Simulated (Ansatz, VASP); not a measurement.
Cu3Au (Auricupride): VASP beside Ansatz

```
CELL_PARAMETERS angstrom
3.74000 0.00000 0.00000
0.00000 3.74000 0.00000
0.00000 0.00000 3.74000
ATOMIC_POSITIONS crystal
Au 0.00000 0.00000 0.00000
Cu 0.50000 0.50000 0.00000
Cu 0.50000 0.00000 0.50000
Cu 0.00000 0.50000 0.50000
```

Alike in both runs: task relaxation of cell and atoms; functional BLYP; dispersion D3(BJ); k mesh 7 × 7 × 7; occupations fermi-dirac, width 0.05 eV; no spin polarisation.

```csv
,VASP,Ansatz
version,VASP 6.6.1,Ansatz 0.2.0
potentials or method,"VASP PAW PBE potentials, release 64 (Au, Cu)",Ansatz PAW
plane-wave cutoff (eV),600,420
valence electrons in the cell,44,76
```

|  | VASP | Ansatz | Ansatz less VASP |
| --- | --- | --- | --- |
| gap on the k mesh at the Fermi level, each at its own relaxed structure (eV) | none | none | - |
| relaxed volume (Å³/atom) | 12.86 | 12.80 | -0.060 |
| relaxed cell length with the largest relative difference (Å) | 3.719 | 3.713 | -0.0057 |
| energy change over the relaxation (meV/atom) | -2 | -3 | -1.1 |

A gap of «none» marks a metal or a gap that the smearing closes. The two sets of potentials don't hold the same shells in valence.

Caveats: pairwise dispersion overbinds metals, which lowers pressure and volume; the PAW data sets were made with another functional, which shifts forces and pressure a little (VASP); the plane-wave basis is chosen anew once the cell has moved, so the energies of steps on either side of that aren't comparable (Ansatz); the PAW data sets come from PBE, with cores solved anew for the run's functional, which leaves a small shift of forces and pressure (Ansatz). The runs have no spin-orbit coupling, so splittings on Au are missing.
